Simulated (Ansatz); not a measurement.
The following input was run with Ansatz 0.2.0.

```yaml
crystal:
  lattice:
    - [-1.6199952, 1.59874425, 1.62242388]
    - [1.67352462, -1.59631557, 1.67352462]
    - [1.62242388, 1.59874425, -1.6199952]
  atoms:
    - { symbol: Ti, position: [0.0, 0.0, 0.0] }
basis:
  ecutwfc: 420
kpoints:
  mp_grid: { grid: [16, 16, 16] }
hamiltonian:
  xc: pbesol
scf:
  occupations: { method: gaussian, width: 0.1 }
output:
  forces: true
  stress: true
  eigenvalues: true
```

Run as
```bash
ansatz run input.yaml --threads 1 --pin off --max-ram 1331MiB --backend cpu --events-out ev --progress --plain --runs-dir out
```

Theory: DFT PBEsol, scalar-relativistic, plane waves, PAW in Ansatz 0.2.0.

Abridged output (iterations and final results):

```
SCF iter   1: F=—  HF=-2473.784175 eV  |F-HF|=—  |Δ(HF+E_count)|=         —  Δρ=5.07e-3  dr2=2.61e-3  ethr=1.77e-3  ⟨swp⟩=4.4  Hψ=58664  notcnv=0
SCF iter   2: F=—  HF=-2473.783168 eV  |F-HF|=—  |Δ(HF+E_count)|=   1.01e-3  Δρ=1.46e-3  dr2=3.37e-4  ethr=2.18e-5  ⟨swp⟩=3.0  Hψ=29517  notcnv=0  defer=75
SCF iter   3: F=—  HF=-2473.783109 eV  |F-HF|=—  |Δ(HF+E_count)|=   5.96e-5  Δρ=7.95e-4  dr2=4.78e-5  ethr=2.81e-6  ⟨swp⟩=2.2  Hψ=14435  notcnv=0  defer=75
SCF iter   4: F=—  HF=-2473.783111 eV  |F-HF|=—  |Δ(HF+E_count)|=   2.43e-6  Δρ=1.64e-4  dr2=2.21e-6  ethr=3.98e-7  ⟨swp⟩=1.0  Hψ=10905  notcnv=0  defer=75
SCF iter   5: F=-2473.783111 eV  HF=-2473.783111 eV  |F-HF|=3.60e-9  |Δ(HF+E_count)|=   1.11e-7  Δρ=1.95e-5  dr2=2.84e-8  ethr=1.84e-8  ⟨swp⟩=1.0  Hψ=10905  notcnv=0  defer=75
SCF iter   6: F=-2473.783111 eV  HF=-2473.783111 eV  |F-HF|=9.05e-11  |Δ(HF+E_count)|=   6.13e-9  Δρ=1.69e-6  dr2=2.44e-10  ethr=2.36e-10  ⟨swp⟩=2.3  Hψ=34236  notcnv=0
SCF 1 converged in 6 iterations: F = -2473.783111 eV  dr2 = 2.44e-10
SCF converged after 6 iterations
Free energy (F): -2473.783111 eV
Harris-Foulkes:  -2473.783111 eV  (|F-HF|=9.05e-11)
Internal energy: -2473.772299 eV  (E = F + TS)
E sigma→0 (E₀):  -2473.777705 eV
Entropy (-TS):   -0.010812 eV (-10.812 meV/atom)
Fermi energy:    13.004204 eV
--- Per-component energies (eV) ---
  E_band       = -156.937310
  E_kinetic    = 272.325126
  E_local      = -813.925575  (includes V_loc(G=0)·N_el)
  E_nonlocal   = 9.687291
  E_hartree    = 333.492646
  E_xc         = -96.535378
  E_vxc        = -121.287457  (∫ρ·V_xc dr)
  E_paw        = -1022.622102  (= ΣΔE_a)
  E_vpaw       = -170.722575  (= ΣTr[D̂ρ^β])
  E_aug_tail   = 0.000119  (compensation charges beyond the density's cutoff)
  E_ewald      = -1156.333810
  E_core_change = 0.139384  (= ΣΔE_core)
  E_smearing   = -0.010812  (= −TS)
--- Forces (eV/Å), atoms counted from 1 ---
  atom   1  Ti     0.00000000     0.00000000     0.00000000
--- Stress (GPa, compression-positive) ---
       -4.878758      -0.071020      -1.250632
       -0.071020      -5.577283      -0.071020
       -1.250632      -0.071020      -4.878758
  P = ⅓ Tr σ = -5.1116 GPa (-51.116 kbar)
--- Band table (eV; the first three rows and the last of 1098) ---
  k-point 0: bands = ["-43.2535", "-19.2444", "-19.2177", "-19.1896", "7.0679", "13.8305", "13.9080", "14.2284", "15.6522", "15.8959"]
  k-point 1: bands = ["-43.2484", "-19.2584", "-19.2310", "-19.1985", "7.2031", "13.8129", "13.9357", "14.2325", "15.6391", "15.8443"]
  k-point 2: bands = ["-43.2337", "-19.3248", "-19.2572", "-19.2084", "7.5964", "13.6709", "13.9409", "14.3908", "15.5765", "15.7822"]
  k-point 1097: bands = ["-43.0226", "-19.7368", "-19.6690", "-19.6637", "10.8593", "10.9279", "16.7939", "16.9918", "17.0823", "21.0101"]
```

The run converged.